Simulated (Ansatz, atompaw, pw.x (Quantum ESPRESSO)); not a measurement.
**pw.x on bcc Ge: one setting changed**

Potential: PAW, atompaw 4.2.0.5, PBE; core [Ar] 3d10, reference 4s2 4p2; waves: 4s (bound): rc 1.42 bohr; 4s channel at 2.95 Ry: rc 2.04 bohr; 4p (bound): rc 2.04 bohr; 4p channel at 3.95 Ry: rc 2.04 bohr; 4d channel at 0.35 Ry: rc 2.04 bohr; local part: bessel scheme, radius 1.42 bohr; core correction: smooth core density matched at 1.04 bohr; augmentation: gaussian compensation charge, radius 1.64 bohr; PAW radius 2.04 bohr; waves and projectors: custom rrkj gramschmidtortho.

The reference run (k-mesh 14³, cutoffs 40/400 Ry, Fermi–Dirac 0.01 Ry, mixing_beta 0.4, conv_thr 1e-9, no spin) gives -1.11 GPa at 19.360 Å³/atom, where all-electron LAPW gives -0.33 GPa. This run, with its own iteration cap, changes k-mesh shift to 1.

```
&control
  calculation='scf', prefix='x', pseudo_dir='./', outdir='./tmp', tstress=.true., disk_io='none'
/
&system
  ibrav=0, nat=1, ntyp=1, ecutwfc=40, ecutrho=400, nbnd=9,
  occupations='smearing', smearing='fd', degauss=0.01
/
&electrons
  conv_thr=1e-09, mixing_beta=0.4, electron_maxstep=50
/
ATOMIC_SPECIES
Ge 1.0 Ge.UPF
CELL_PARAMETERS angstrom
  -1.69153811 1.69153811 1.69153811
  1.69153811 -1.69153811 1.69153811
  1.69153811 1.69153811 -1.69153811
ATOMIC_POSITIONS crystal
Ge 0.0000 0.0000 0.0000
K_POINTS automatic
14 14 14 1 1 1
```

```bash
pw.x < Ge.scf.in > Ge.scf.out
```

Problem. How does the run end?

Solution. It converges in 7 iterations; the free energy moves by +4.1 meV/atom and the pressure by +0.14 GPa.

```
Message from routine setup:
     using ibrav=0 with symmetry is DISCOURAGED, use correct ibrav instead
     lattice parameter (alat)  =       5.5366  a.u.
     unit-cell volume          =     130.6478 (a.u.)^3
     number of electrons       =         4.00
     number of Kohn-Sham states=            9
     kinetic-energy cutoff     =      40.0000  Ry
     charge density cutoff     =     400.0000  Ry
     scf convergence threshold =      1.0E-09
     Exchange-correlation= SLA PW PBX PBC
     number of k points=   100  Fermi-Dirac smearing, width (Ry)=  0.0100
     negative rho (up, down):  1.491E-02 0.000E+00
     iteration #  1     ecut=    40.00 Ry     beta= 0.40
     negative rho (up, down):  1.611E-02 0.000E+00
     total energy              =    -164.09779095 Ry
     estimated scf accuracy    <       0.00183105 Ry
     iteration #  2     ecut=    40.00 Ry     beta= 0.40
     negative rho (up, down):  1.777E-02 0.000E+00
     total energy              =    -164.09748839 Ry
     estimated scf accuracy    <       0.00056734 Ry
     iteration #  3     ecut=    40.00 Ry     beta= 0.40
     negative rho (up, down):  1.802E-02 0.000E+00
     total energy              =    -164.09751518 Ry
     estimated scf accuracy    <       0.00000204 Ry
     iteration #  4     ecut=    40.00 Ry     beta= 0.40
     negative rho (up, down):  1.802E-02 0.000E+00
     total energy              =    -164.09751829 Ry
     estimated scf accuracy    <       0.00000004 Ry
     iteration #  5     ecut=    40.00 Ry     beta= 0.40
     negative rho (up, down):  1.792E-02 0.000E+00
     total energy              =    -164.09751828 Ry
     estimated scf accuracy    <       0.00000005 Ry
     iteration #  6     ecut=    40.00 Ry     beta= 0.40
     negative rho (up, down):  1.788E-02 0.000E+00
     total energy              =    -164.09751828 Ry
     estimated scf accuracy    <          9.9E-09 Ry
     iteration #  7     ecut=    40.00 Ry     beta= 0.40
     negative rho (up, down):  1.788E-02 0.000E+00
     the Fermi energy is     7.5197 ev
!    total energy              =    -164.09751827 Ry
     estimated scf accuracy    <          5.0E-10 Ry
     smearing contrib. (-TS)   =      -0.00214983 Ry
     convergence has been achieved in   7 iterations
     negative rho (up, down):  1.788E-02 0.000E+00
          total   stress  (Ry/bohr**3)                   (kbar)     P=       -9.69
     Message from routine punch:
     Nothing written, as per user request (disk_io='none')
```

The run took about 5.7 s on one core of a shared server CPU.
